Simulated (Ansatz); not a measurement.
# Sn (Im-3m) in Ansatz: notebook

One crystal, Sn, is run at these levels: LDA; tasks: single point, equation of state.

Program: Ansatz 0.2.0. These are calculated values, not measurements. Logs are shortened: lines on timing, memory, paths and dates and some standing lists are left out, and cuts for length are marked.

## (1) The crystal as given

It takes space group Im-3m (No. 229, cubic). Conventional cell: a = 3.789 Å, b = 3.789 Å, c = 3.789 Å, α = 90.00°, β = 90.00°, γ = 90.00°. Around Sn (site symmetry m-3m) lie 8 Sn at 3.28 Å.

This isn't the form of Sn at room conditions, which is tetragonal (white tin).

## (2) Single point, LDA, 25.57 Å³/atom (volume scaled by 0.94)

input.yaml reads:

```yaml
crystal:
  lattice:
    - [-1.8559746029, 1.8559746029, 1.8559746029]
    - [1.8559746029, -1.8559746029, 1.8559746029]
    - [1.8559746029, 1.8559746029, -1.8559746029]
  atoms:
    - { symbol: Sn, position: [0.0, 0.0, 0.0] }
hamiltonian:
  xc: lda
  pseudopotentials: { kind: paw }
kpoints:
  mp_grid: { grid: [10, 10, 10] }
scf:
  occupations: { method: fermi_dirac, width: 0.05 }
output:
  forces: true
  stress: true
  eigenvalues: true
```

Potentials or basis: Ansatz PAW.

The run is started by

```console
$ ansatz run input.yaml --threads 2 --pin off --max-ram 5632MiB --backend cpu --events-out ev --progress --plain --runs-dir out
```

The log of the run:

```text
Warning: RAYON_NUM_THREADS=2 ignored (pool sized by the plan → 2); use --threads N
Engine: ansatz 0.2.0, x86_64-unknown-linux-gnu
Pseudopotentials: kind: paw
Pseudopotential: Sn, paw, valence charge 14, recommended cutoff 420 eV (normal), Sn.paw.azcp
Functional definition: SPW92
  exchange = slater_x
  correlation = pw_c
Crystal: 1 atoms, lattice volume = 25.573 Å³
Basis set: ecut = 420 eV, 531 PW (Γ)
Bands: 11, of which v1, the nominal top of the filled ones, is band 7 counted from 1 (6 counted from 0)
Symmetry: 48 space group operations
Space group: Im-3m (ITA 229), of the structure as read, at distance tolerance 2.9e-5 Å
k-points: 47 of 1000
Non-local potential: Sn, projectors of the file, l = 0: 2, l = 1: 2, l = 2: 2, l = 3: 2
PAW form: soft (Blöchl's): semilocal exchange-correlation on the pseudo side does not see the compensation charge
PAW frozen core: Sn, regenerated for the run's functional, and the local potential with it (the file was generated under x = pbe(κ = 0.804, μ = 0.2195149727645171), c = pbe(β = 0.06672455060314922))
PAW one-centre angular grid: Sn, 590 points (default); XC on 64 Gauss nodes
Initial density: superposition of atomic densities (neutral atoms: chi_scale 0, normalization atom), corrected by the library's trained network
Initial wavefunctions: pseudopotential atomic-orbital guess
Functional: x = slater, c = lda
SCF iter   1: F=—  HF=-5879.480526 eV  |F-HF|=—  |Δ(HF+E_count)|=         —  Δρ=6.59e-3  dr2=5.03e-3  ethr=1.77e-3  ⟨swp⟩=5.8  Hψ=3105  notcnv=0
preconditioner: auto → Kerker (q_TF=auto, 2.468 Å⁻¹)  [metal: Δε(μ)=0.042 eV  Ē_g=23.419 eV  σ=0.050 eV  W_gap=0.21  n_scr=12 (ndim 8)  ℏωp=27.5 eV  f_vac=0.000  D(μ)=0.82/eV (n_scr^D=12)]
SCF iter   2: F=—  HF=-5879.477888 eV  |F-HF|=—  |Δ(HF+E_count)|=   2.64e-3  Δρ=3.39e-3  dr2=1.39e-3  ethr=3.60e-5  ⟨swp⟩=2.0  Hψ=1062  notcnv=0  defer=1
SCF iter   3: F=—  HF=-5879.477402 eV  |F-HF|=—  |Δ(HF+E_count)|=   4.86e-4  Δρ=4.86e-4  dr2=8.14e-5  ethr=9.96e-6  ⟨swp⟩=2.0  Hψ=736  notcnv=0  defer=1
SCF iter   4: F=—  HF=-5879.477389 eV  |F-HF|=—  |Δ(HF+E_count)|=   1.35e-5  Δρ=3.32e-4  dr2=1.43e-5  ethr=5.81e-7  ⟨swp⟩=2.0  Hψ=837  notcnv=0  defer=1
SCF iter   5: F=—  HF=-5879.477373 eV  |F-HF|=—  |Δ(HF+E_count)|=   1.60e-5  Δρ=5.07e-5  dr2=9.22e-7  ethr=1.02e-7  ⟨swp⟩=2.0  Hψ=837  notcnv=0  defer=1
SCF iter   6: F=—  HF=-5879.477372 eV  |F-HF|=—  |Δ(HF+E_count)|=   9.89e-8  Δρ=3.93e-5  dr2=4.10e-7  ethr=6.58e-9  ⟨swp⟩=1.0  Hψ=506  notcnv=0  defer=1
SCF iter   7: F=-5879.477372 eV  HF=-5879.477372 eV  |F-HF|=9.27e-9  |Δ(HF+E_count)|=   2.45e-7  Δρ=5.58e-6  dr2=7.16e-9  ethr=7.14e-10  ⟨swp⟩=3.6  Hψ=2101  notcnv=0
SCF 1 converged in 7 iterations: F = -5879.477372 eV  dr2 = 7.16e-9
SCF converged after 7 iterations
Free energy (F): -5879.477372 eV
Harris-Foulkes:  -5879.477372 eV  (|F-HF|=9.27e-9)
Internal energy: -5879.470804 eV  (E = F + TS)
E sigma→0 (E₀):  -5879.474088 eV
Entropy (-TS):   -0.006568 eV (-6.568 meV/atom)
Fermi energy:    11.408223 eV
--- Per-component energies (eV) ---
  E_band       = -72.637628
  E_kinetic    = 187.998405
  E_local      = -785.676672  (includes V_loc(G=0)·N_el)
  E_nonlocal   = -28.266725
  E_hartree    = 502.818291
  E_xc         = -379.762444
  E_vxc        = -99.441825  (∫ρ·V_xc dr)
  E_paw        = -3993.485523  (= ΣΔE_a)
  E_vpaw       = -352.883560  (= ΣTr[D̂ρ^β])
  E_aug_tail   = -0.000000  (compensation charges beyond the density's cutoff)
  E_ewald      = -1383.521035
  E_core_change = 0.424898  (= ΣΔE_core)
  E_smearing   = -0.006568  (= −TS)
  E_closure    = -0.000000  (closes the sum)
  Σ components = -5879.477372   (vs F -5879.477372, Δ=0.00e0)
--- Forces (eV/Å), atoms counted from 1 ---
  atom   1  Sn    -0.00000000     0.00000000     0.00000000
  max |Σ_I F_I| component: 4.34e-30 eV/Å
--- Stress (GPa, compression-positive) ---
       -0.554579      -0.000000      -0.000000
        0.000000      -0.554579      -0.000000
        0.000000      -0.000000      -0.554579
  P = ⅓ Tr σ = -0.5546 GPa (-5.546 kbar)
--- Band table (eV; the first three rows and the last of 47) ---
  k-point 0: bands = ["-10.0540", "-10.0540", "-10.0540", "-9.8850", "-9.8850", "-0.1334", "19.8345", "19.8345", "19.8345", "23.7789", "23.7789"]
  k-point 1: bands = ["-10.0595", "-10.0465", "-10.0288", "-9.8910", "-9.8856", "0.0957", "18.0130", "18.9902", "19.5119", "22.2820", "22.6291"]
  k-point 2: bands = ["-10.0737", "-10.0311", "-9.9622", "-9.9034", "-9.8873", "0.7850", "14.7070", "17.5328", "18.7020", "21.1545", "21.4794"]
  k-point 46: bands = ["-10.0830", "-10.0830", "-9.8082", "-9.8082", "-9.8082", "9.1352", "10.8807", "10.8807", "10.8807", "15.3975", "15.3975"]
```

Run time: 4.3 s. Hardware: 2 threads of Intel Xeon at 2.50GHz (Skylake/Cascade Lake), shared host; peak memory 0.29 GiB.

What came out:

```
Free energy            : -5879.4774 eV
Pressure               : -0.6 GPa
Band gap on the k mesh : none (metal or under the smearing width)
```

Caveat: the PAW data sets come from PBE, with cores solved anew for the run's functional, which leaves a small shift of forces and pressure.

## (3) Single point, LDA, 26.12 Å³/atom (volume scaled by 0.96)

input.yaml: that of step 2 with these lines changed.

```diff
@@ -2,5 +2,5 @@
   lattice:
-    - [-1.8559746029, 1.8559746029, 1.8559746029]
-    - [1.8559746029, -1.8559746029, 1.8559746029]
-    - [1.8559746029, 1.8559746029, -1.8559746029]
+    - [-1.8690452773, 1.8690452773, 1.8690452773]
+    - [1.8690452773, -1.8690452773, 1.8690452773]
+    - [1.8690452773, 1.8690452773, -1.8690452773]
   atoms:
```

Potentials or basis: Ansatz PAW.

The run is started by

```console
$ ansatz run input.yaml --threads 2 --pin off --max-ram 5632MiB --backend cpu --events-out ev --progress --plain --runs-dir out
```

Run time: 4.4 s. Hardware: 2 threads of Intel Xeon at 2.50GHz (Skylake/Cascade Lake), shared host; peak memory 0.29 GiB.

The run converged. Its results:

```yaml
Free_energy: -5879.4736 eV
Pressure: -1.6 GPa
Band_gap_on_the_k_mesh: none (metal or under the smearing width)
```

Caveat: the PAW data sets come from PBE, with cores solved anew for the run's functional, which leaves a small shift of forces and pressure.

## (4) Single point, LDA, 26.66 Å³/atom (volume scaled by 0.98)

input.yaml: that of step 3 with these lines changed.

```diff
@@ -2,5 +2,5 @@
   lattice:
-    - [-1.8690452773, 1.8690452773, 1.8690452773]
-    - [1.8690452773, -1.8690452773, 1.8690452773]
-    - [1.8690452773, 1.8690452773, -1.8690452773]
+    - [-1.881935652, 1.881935652, 1.881935652]
+    - [1.881935652, -1.881935652, 1.881935652]
+    - [1.881935652, 1.881935652, -1.881935652]
   atoms:
```

The run is started by

```console
$ ansatz run input.yaml --threads 2 --pin off --max-ram 5632MiB --backend cpu --events-out ev --progress --plain --runs-dir out
```

Run time: 5 s. Hardware: 2 threads of Intel Xeon at 2.50GHz (Skylake/Cascade Lake), shared host; peak memory 0.29 GiB.

Results (log left out):

```
Free energy            : -5879.4665 eV
Pressure               : -2.6 GPa
Band gap on the k mesh : none (metal or under the smearing width)
```

Caveat: the PAW data sets come from PBE, with cores solved anew for the run's functional, which leaves a small shift of forces and pressure.

## (5) Single point, LDA, 27.20 Å³/atom

input.yaml: that of step 4 with these lines changed.

```diff
@@ -2,5 +2,5 @@
   lattice:
-    - [-1.881935652, 1.881935652, 1.881935652]
-    - [1.881935652, -1.881935652, 1.881935652]
-    - [1.881935652, 1.881935652, -1.881935652]
+    - [-1.8946518192, 1.8946518192, 1.8946518192]
+    - [1.8946518192, -1.8946518192, 1.8946518192]
+    - [1.8946518192, 1.8946518192, -1.8946518192]
   atoms:
```

The run is started by

```console
$ ansatz run input.yaml --threads 2 --pin off --max-ram 5632MiB --backend cpu --events-out ev --progress --plain --runs-dir out
```

It took 4.2 s on 2 threads of Intel Xeon at 2.50GHz (Skylake/Cascade Lake), shared host; peak memory 0.3 GiB.

Results (log left out):

- Free energy: -5879.4563 eV
- Pressure: -3.4 GPa
- Band gap on the k mesh: none (metal or under the smearing width)

Caveat: the PAW data sets come from PBE, with cores solved anew for the run's functional, which leaves a small shift of forces and pressure.

## (6) Single point, LDA, 27.75 Å³/atom (volume scaled by 1.02)

input.yaml reads:

```yaml
crystal:
  lattice:
    - [-1.9071995479, 1.9071995479, 1.9071995479]
    - [1.9071995479, -1.9071995479, 1.9071995479]
    - [1.9071995479, 1.9071995479, -1.9071995479]
  atoms:
    - { symbol: Sn, position: [0.0, 0.0, 0.0] }
hamiltonian:
  xc: lda
  pseudopotentials: { kind: paw }
kpoints:
  mp_grid: { grid: [10, 10, 10] }
scf:
  occupations: { method: fermi_dirac, width: 0.05 }
output:
  forces: true
  stress: true
  eigenvalues: true
  write_density: true
  write_potential: true
  elf: true
  volumetric_format: npy
```

Potentials or basis: Ansatz PAW.

The run is started by

```console
$ ansatz run input.yaml --threads 2 --pin off --max-ram 5632MiB --backend cpu --events-out ev --progress --plain --runs-dir out
```

It took 5 s on 2 threads of Intel Xeon at 2.50GHz (Skylake/Cascade Lake), shared host; peak memory 0.3 GiB.

The run converged. Its results:

```yaml
Free_energy: -5879.4435 eV
Pressure: -4.1 GPa
Band_gap_on_the_k_mesh: none (metal or under the smearing width)
```

Caveat: the PAW data sets come from PBE, with cores solved anew for the run's functional, which leaves a small shift of forces and pressure.

## (7) Single point, LDA, 28.29 Å³/atom (volume scaled by 1.04)

input.yaml reads:

```yaml
crystal:
  lattice:
    - [-1.9195843076, 1.9195843076, 1.9195843076]
    - [1.9195843076, -1.9195843076, 1.9195843076]
    - [1.9195843076, 1.9195843076, -1.9195843076]
  atoms:
    - { symbol: Sn, position: [0.0, 0.0, 0.0] }
hamiltonian:
  xc: lda
  pseudopotentials: { kind: paw }
kpoints:
  mp_grid: { grid: [10, 10, 10] }
scf:
  occupations: { method: fermi_dirac, width: 0.05 }
output:
  forces: true
  stress: true
  eigenvalues: true
```

The run is started by

```console
$ ansatz run input.yaml --threads 2 --pin off --max-ram 5632MiB --backend cpu --events-out ev --progress --plain --runs-dir out
```

It took 4.6 s on 2 threads of Intel Xeon at 2.50GHz (Skylake/Cascade Lake), shared host; peak memory 0.29 GiB.

Results (log left out):

| Property | Result |
| --- | --- |
| Free energy | -5879.4283 eV |
| Pressure | -4.8 GPa |
| Band gap on the k mesh | none (metal or under the smearing width) |

Caveat: the PAW data sets come from PBE, with cores solved anew for the run's functional, which leaves a small shift of forces and pressure.

## (8) Single point, LDA, 28.84 Å³/atom (volume scaled by 1.06)

input.yaml: that of step 7 with these lines changed.

```diff
@@ -2,5 +2,5 @@
   lattice:
-    - [-1.9195843076, 1.9195843076, 1.9195843076]
-    - [1.9195843076, -1.9195843076, 1.9195843076]
-    - [1.9195843076, 1.9195843076, -1.9195843076]
+    - [-1.9318112889, 1.9318112889, 1.9318112889]
+    - [1.9318112889, -1.9318112889, 1.9318112889]
+    - [1.9318112889, 1.9318112889, -1.9318112889]
   atoms:
```

The run is started by

```console
$ ansatz run input.yaml --threads 2 --pin off --max-ram 5632MiB --backend cpu --events-out ev --progress --plain --runs-dir out
```

It took 4.5 s on 2 threads of Intel Xeon at 2.50GHz (Skylake/Cascade Lake), shared host; peak memory 0.3 GiB.

It converged, with:

```yaml
Free_energy: -5879.4111 eV
Pressure: -5.4 GPa
Band_gap_on_the_k_mesh: none (metal or under the smearing width)
```

Caveat: the PAW data sets come from PBE, with cores solved anew for the run's functional, which leaves a small shift of forces and pressure.

## (9) Equation of state, LDA

Potentials or basis: Ansatz PAW.

No new run: the results of the series are fitted here.

Results:

| Property | Result |
| --- | --- |
| Equilibrium volume | 25.31 Å³/atom (rough: see the caveat) |
| Bulk modulus | 56 GPa (rough) |

Energy against volume, from the lowest point:
| volume (Å³/atom) | energy (meV/atom) |
| --- | --- |
| 25.573 | 0.00 |
| 26.117 | 3.75 |
| 26.661 | 10.90 |
| 27.205 | 21.07 |
| 27.749 | 33.87 |
| 28.293 | 49.03 |
| 28.837 | 66.29 |

Caveat: the minimum lies outside the volumes run.
